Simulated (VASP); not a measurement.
A run of VASP 6.6.1 is set up as follows.

The input INCAR:

```
  PREC = Accurate
  ENCUT = 520
  EDIFF = 1E-6
  ISMEAR = -1
  SIGMA = 0.05
  LREAL = F
  LASPH = T
  NELM = 80
  ALGO = Fast
  ISIF = 2
  LWAVE = F
  LCHARG = F
  LDIPOL = T
  IDIPOL = 3
  DIPOL = 0.5 0.5 0.294
  GGA = 91
  IBRION = 2
  NSW = 60
  EDIFFG = -0.02
```

The input KPOINTS:

```
regular mesh
0
Gamma
  11 11 1
```

The input POSCAR:

```
Si
1.0
    2.3993200000      0.0000000000      0.0000000000
    0.0000000000      2.4179400000      0.0000000000
    0.0000000000      0.0000000000     23.8000000000
Si
1
Selective dynamics
Direct
    0.5000000000      0.5000000000      0.2941200000  F F F
```

Potentials or basis: VASP PAW PBE potentials, release 64 (Si).

Run with:

```bash
$ cat potpaw_PBE.64/Si/POTCAR > POTCAR
$ mpirun -np 1 vasp_std > vasp.out
```

**Question.** Estimate the band gap on the k mesh.

**Answer.** None (metal or under the smearing width).

Final structure:
```cif
data_structure
_symmetry_space_group_name_H-M 'P 1'
_symmetry_Int_Tables_number 1
_cell_length_a 2.3993
_cell_length_b 2.4179
_cell_length_c 23.8000
_cell_angle_alpha 90.000
_cell_angle_beta 90.000
_cell_angle_gamma 90.000
_cell_volume 138.07
loop_
_atom_site_label
_atom_site_type_symbol
_atom_site_fract_x
_atom_site_fract_y
_atom_site_fract_z
_atom_site_occupancy
Si1 Si 0.50000 0.50000 0.29412 1
```

Caveat: the relaxation stopped at its first step, so nothing moved.
